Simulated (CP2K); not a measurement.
Runs of CP2K 2026.2 on AlNi. The structure is cubic, space group Pm-3m (No. 221). The conventional cell has a = 2.881 Å, b = 2.881 Å, c = 2.881 Å, α = 90.00°, β = 90.00°, γ = 90.00°. Around Ni (site symmetry m-3m) lie 8 Al at 2.50 Å. Around Al (site symmetry m-3m) lie 8 Ni at 2.50 Å. 

```tsv
task	level	potentials or basis	smearing	EPS_DEFAULT	MIXING METHOD	MIXING ALPHA	NBUFFER	NGRIDS	gap on the mesh (eV)	pressure (GPa)	moment (μB)	V0 of scaled cells (Å³/atom)	B0 (GPa)
band structure	r2SCAN	POTENTIAL_UZH Ni GTH-SCAN-q18, Al GTH-SCAN-q3; TZVP-MOLOPT-SR-GTH, TZVP-MOLOPT-SCAN-GTH basis	fermi-dirac 0.05 eV	1.0E-10	PULAY_MIXING	0.4	6	5	none	-3.9	0.00	-	-
single point	PBE	POTENTIAL_UZH Ni GTH-PBE-q18, Al GTH-PBE-q3; TZVP-MOLOPT-PBE-GTH basis	fermi-dirac 0.05 eV	1.0E-10	BROYDEN_MIXING	0.2	10	5	none	2.0	0.00	-	-
equation of state	PBEsol	GTH_POTENTIALS Ni GTH-PBE-q18; POTENTIAL_UZH Al GTH-PBE-q3; TZVP-MOLOPT-SR-GTH, TZVP-MOLOPT-PBE-GTH basis	fermi-dirac 0.05 eV	1.0E-9	PULAY_MIXING	0.4	6	4	-	-	-	11.82	171
equation of state	PBEsol	POTENTIAL_UZH Ni GTH-PBE-q18, Al GTH-PBE-q3; TZVP-MOLOPT-PBE-GTH basis	fermi-dirac 0.01 eV	1.0E-9	BROYDEN_MIXING	0.2	10	4	-	-	-	11.81	(a)
band structure	LDA	GTH_POTENTIALS Ni GTH-PADE-q18, Al GTH-PADE-q3; TZVP-MOLOPT-SR-GTH, TZVP-MOLOPT-PBE-GTH basis	fermi-dirac 0.05 eV	1.0E-9	PULAY_MIXING	0.4	6	4	none	(b)	0.00	-	-
band structure	PBEsol	GTH_POTENTIALS Ni GTH-PBE-q18; POTENTIAL_UZH Al GTH-PBE-q3; TZVP-MOLOPT-SR-GTH, TZVP-MOLOPT-PBE-GTH basis	fermi-dirac 0.01 eV	1.0E-9	PULAY_MIXING	0.4	6	4	none	-1.9	0.00	-	-
equation of state	PBE	POTENTIAL_UZH Ni GTH-PBE-q18, Al GTH-PBE-q3; TZVP-MOLOPT-PBE-GTH basis	fermi-dirac 0.05 eV	1.0E-10	BROYDEN_MIXING	0.2	10	5	-	-	-	12.11	157
band structure	PBE	GTH_POTENTIALS Ni GTH-PBE-q18; POTENTIAL_UZH Al GTH-PBE-q3; TZVP-MOLOPT-SR-GTH, TZVP-MOLOPT-PBE-GTH basis	fermi-dirac 0.1 eV	1.0E-9	PULAY_MIXING	0.4	6	5	none	(c)	0.00	-	-
```

Alike in all rows: spin collinear, ferromagnetic start; cell as given; k mesh 9 × 9 × 9.

Question: Estimate the missing entries.

Answer: (a) 170; (b) -10.2; (c) 2.2.

Caveats: the basis of atomic orbitals isn't converged, which shifts pressures, moduli and gaps; the potentials were made for another functional, which shifts forces and pressure (some runs).

A k mesh can miss the band edges.

A gap of «none» marks a metal or a gap under the smearing width.

Not every run made on this cell is shown here.
